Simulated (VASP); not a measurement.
## Input and output of a VASP PBE single-point calculation on AlN (strained rocksalt)

INCAR

```
GGA = PE
NBANDS = 11
EDIFF = 1E-7
NELM = 120
LELF = .TRUE.
ISMEAR = -1
IBRION = -1
NSW = 0
LASPH = .TRUE.
SIGMA = 0.02
ISIF = 2
LREAL = .FALSE.
LCHARG = .TRUE.
PREC = Accurate
ENCUT = 520
LWAVE = .FALSE.
```

KPOINTS

```
KPOINTS created by Atomic Simulation Environment
0
Gamma
10 10 10
0 0 0
```

KPOINTS_OPT

```
special points
7
Reciprocal
0.0000000000 0.0000000000 0.0000000000 1
0.5000000000 0.0000000000 0.5000000000 1
0.6250000000 0.2500000000 0.6250000000 1
0.3750000000 0.3750000000 0.7500000000 1
0.5000000000 0.5000000000 0.5000000000 1
0.5000000000 0.2500000000 0.7500000000 1
0.0000000000 0.5000000000 0.5000000000 1
```

POSCAR

```
Al N
 1.0000000000000000
     0.0000000000000000    2.0390571366999999    2.0390571366999999
     2.0390571366999999    0.0000000000000000    2.0390571366999999
     2.0390571366999999    2.0390571366999999    0.0000000000000000
 Al  N
   1   1
Cartesian
  0.0000000000000000  0.0000000000000000  0.0000000000000000
  2.0390571366999994  2.0390571366999994  2.0390571366999994
```

VASP ran with the recommended PBE PAW datasets (8 valence electrons in the cell).

Command

```
mpirun -np 1 vasp_std
```

From OUTCAR

```
k-points           NKPTS =     47   k-points in BZ     NKDIM =     47   number of bands    NBANDS=     11

   NELECT =       8.0000    total number of electrons

   dimension x,y,z NGX =    24 NGY =   24 NGZ =   24
   dimension x,y,z NGXF=    48 NGYF=   48 NGZF=   48

  energy-cutoff  :      520.00
  volume of cell :       16.96
      direct lattice vectors                 reciprocal lattice vectors
     0.000000000  2.039057137  2.039057137    -0.245211373  0.245211373  0.245211373
     2.039057137  0.000000000  2.039057137     0.245211373 -0.245211373  0.245211373
     2.039057137  2.039057137  0.000000000     0.245211373  0.245211373 -0.245211373

 k-points in reciprocal lattice and weights: KPOINTS created by Atomic Simulation Env
   0.00000000  0.00000000  0.00000000       0.001
   0.10000000  0.00000000  0.00000000       0.008
   0.20000000  0.00000000  0.00000000       0.008
   0.30000000  0.00000000  0.00000000       0.008
   0.40000000  0.00000000  0.00000000       0.008
   0.50000000  0.00000000  0.00000000       0.004
   0.10000000  0.10000000  0.00000000       0.006
   0.20000000  0.10000000  0.00000000       0.024
   ...

 E-fermi :  10.0808

 k-point     1 :       0.0000    0.0000    0.0000
  band No.  band energies     occupation
      1      -7.6882      2.00000
      2       9.6327      2.00000
      3       9.6327      2.00000
      4       9.6327      2.00000
      5      14.9447      0.00000
      6      21.7164      0.00000
      7      21.7164      0.00000
      8      21.7164      0.00000
      9      26.7883      0.00000
     10      27.2332      0.00000
     11      27.2332      0.00000

 k-point     2 :       0.1000    0.0000    0.0000
  band No.  band energies     occupation
      1      -7.4882      2.00000
      2       8.6153      2.00000
      3       9.5162      2.00000
      4       9.5162      2.00000
      5      15.5902      0.00000
      6      20.8113      0.00000
      7      22.0008      0.00000
      8      22.0008      0.00000
      9      25.5859      0.00000
     10      25.5859      0.00000
     11      27.5362      0.00000

 k-point     3 :       0.2000    0.0000    0.0000
  band No.  band energies     occupation
      1      -6.9067      2.00000
      2       6.5035      2.00000
      3       9.2328      2.00000
      4       9.2328      2.00000
      5      16.2984      0.00000
      6      20.2454      0.00000
      7      22.1155      0.00000
      8      22.1155      0.00000
      9      25.0413      0.00000
     10      25.0413      0.00000
     11      26.8409      0.00000

 k-point     4 :       0.3000    0.0000    0.0000
  band No.  band energies     occupation
      1      -6.0175      2.00000
      2       4.2241      2.00000
      3       8.9183      2.00000
      4       8.9183      2.00000
      5      16.1103      0.00000
      6      21.0824      0.00000
      7      21.3401      0.00000
      8      21.3401      0.00000
      9      26.0420      0.00000
     10      26.5368      0.00000
     11      26.5368      0.00000

 k-point     5 :       0.4000    0.0000    0.0000
  band No.  band energies     occupation
      1      -5.0351      2.00000
      2       2.3183      2.00000
      3       8.6870      2.00000
      4       8.6870      2.00000
      5      15.7459      0.00000
      6      20.6656      0.00000
      7      20.6656      0.00000
      8      22.1393      0.00000
      9      25.5578      0.00000
     10      28.7230      0.00000
     11      28.7230      0.00000

 k-point     6 :       0.5000    0.0000    0.0000
  band No.  band energies     occupation
      1      -4.5298      2.00000
      2       1.4924      2.00000
      3       8.6032      2.00000
      4       8.6032      2.00000
      5      15.6057      0.00000
      6      20.4250      0.00000
      7      20.4250      0.00000
      8      22.5458      0.00000
      9      25.4543      0.00000
     10      30.0202      0.00000
     11      30.0202      0.00000

 k-point     7 :       0.1000    0.1000    0.0000
  band No.  band energies     occupation
      1      -7.4220      2.00000
      2       8.6881      2.00000
      3       9.2761      2.00000
      4       9.2761      2.00000
      5      15.8529      0.00000
      6      20.1989      0.00000
      7      22.2921      0.00000
      8      22.2921      0.00000
      9      23.8456      0.00000
     10      27.5502      0.00000
     11      28.6616      0.00000

 k-point     8 :       0.2000    0.1000    0.0000
  band No.  band energies     occupation
      1      -6.9686      2.00000
      2       7.1208      2.00000
      3       8.9137      2.00000
      4       9.0416      2.00000
      5      16.6919      0.00000
      6      19.3534      0.00000
      7      21.8202      0.00000
      8      22.7239      0.00000
      9      23.4802      0.00000
     10      26.8607      0.00000
     11      28.3790      0.00000

 k-point     9 :       0.3000    0.1000    0.0000
  band No.  band energies     occupation
      1      -6.1803      2.00000
      2       4.9995      2.00000
      3       8.5850      2.00000
      4       8.6491      2.00000
      5      16.8061      0.00000
      6      19.9536      0.00000
      7      20.5297      0.00000
      8      22.3087      0.00000
      9      24.8921      0.00000
     10      27.6302      0.00000
     11      27.7758      0.00000

 k-point    10 :       0.4000    0.1000    0.0000
  band No.  band energies     occupation
      1      -5.2090      2.00000
      2       3.0063      2.00000
      3       8.2098      2.00000
      4       8.3974      2.00000
      5      16.4732      0.00000
      6      19.7039      0.00000
      7      21.4069      0.00000
      8      21.5073      0.00000
      9      26.2586      0.00000
     10      27.7222      0.00000
     11      29.4171      0.00000

 k-point    11 :       0.5000    0.1000    0.0000
  band No.  band energies     occupation
      1      -4.4785      2.00000
      2       1.7776      2.00000
      3       7.8803      2.00000
      4       8.3983      2.00000
      5      16.3101      0.00000
      6      19.4049      0.00000
      7      20.9504      0.00000
      8      22.3948      0.00000
      9      26.6445      0.00000
     10      28.8592      0.00000
     11      30.2768      0.00000

 k-point    12 :      -0.4000    0.1000    0.0000
  band No.  band energies     occupation
      1      -4.6516      2.00000
      2       2.0556      2.00000
      3       7.7481      2.00000
      4       8.5845      2.00000
      5      16.3979      0.00000
      6      19.6345      0.00000
      7      20.8247      0.00000
      8      22.2246      0.00000
      9      26.8822      0.00000
     10      28.5547      0.00000
     11      29.4937      0.00000

 k-point    13 :      -0.3000    0.1000    0.0000
  band No.  band energies     occupation
      1      -5.5366      2.00000
      2       3.6299      2.00000
      3       7.8554      2.00000
      4       8.9057      2.00000
      5      16.7036      0.00000
      6      20.3379      0.00000
      7      21.0928      0.00000
      8      21.1922      0.00000
      9      26.0685      0.00000
     10      27.3126      0.00000
     11      28.5902      0.00000

 k-point    14 :      -0.2000    0.1000    0.0000
  band No.  band energies     occupation
      1      -6.4749      2.00000
      2       5.7026      2.00000
      3       8.2169      2.00000
      4       9.2614      2.00000
      5      16.9597      0.00000
      6      19.8514      0.00000
      7      21.4103      0.00000
      8      22.0566      0.00000
      9      23.9955      0.00000
     10      26.9337      0.00000
     11      28.0451      0.00000

 k-point    15 :      -0.1000    0.1000    0.0000
  band No.  band energies     occupation
      1      -7.1612      2.00000
      2       7.5877      2.00000
      3       8.8512      2.00000
      4       9.5079      2.00000
      5      16.3563      0.00000
      6      19.9585      0.00000
      7      22.1950      0.00000
      8      22.4232      0.00000
      9      23.6968      0.00000
     10      25.9267      0.00000
     11      28.3406      0.00000

 k-point    16 :       0.2000    0.2000    0.0000
  band No.  band energies     occupation
      1      -6.6534      2.00000
      2       6.8376      2.00000
      3       8.4748      2.00000
      4       8.4748      2.00000
      5      17.2039      0.00000
      6      18.0333      0.00000
      7      20.9042      0.00000
      8      23.5953      0.00000
      9      23.5953      0.00000
     10      28.4802      0.00000
     11      30.4526      0.00000

 ...

  Total       -0.1748456     -0.1748456     -0.1748456      0.0000000      0.0000000      0.0000000
  in kB      -16.5214074    -16.5214074    -16.5214074      0.0000000      0.0000000      0.0000000
  external PRESSURE =     -16.5214074 kB  Pullay stress =       0.0000000 kB

 POSITION                                       TOTAL-FORCE (eV/Angst)
 -----------------------------------------------------------------------------------
      0.00000      0.00000      0.00000         0.000000      0.000000      0.000000
      2.03906      2.03906      2.03906        -0.000000     -0.000000      0.000000
 -----------------------------------------------------------------------------------
    total drift:                               -0.000000     -0.000000      0.000000

  FREE ENERGIE OF THE ION-ELECTRON SYSTEM (eV)
  ---------------------------------------------------
  free  energy   TOTEN  =       -14.5454082452 eV

  energy  without entropy=      -14.5454082452  energy(sigma->0) =      -14.54540825
```

| Item | Value |
| --- | --- |
| gap between bands v and c | 4.36 eV |
| least direct gap | 5.31 eV |
| pressure | -1.7 GPa |

Band v is the last that the valence electrons fill when counted band by band, and c is the next.

The run took about 6.2 s on one core of a shared host (Intel Xeon Platinum 8488C) and held 0.14 GiB at most.
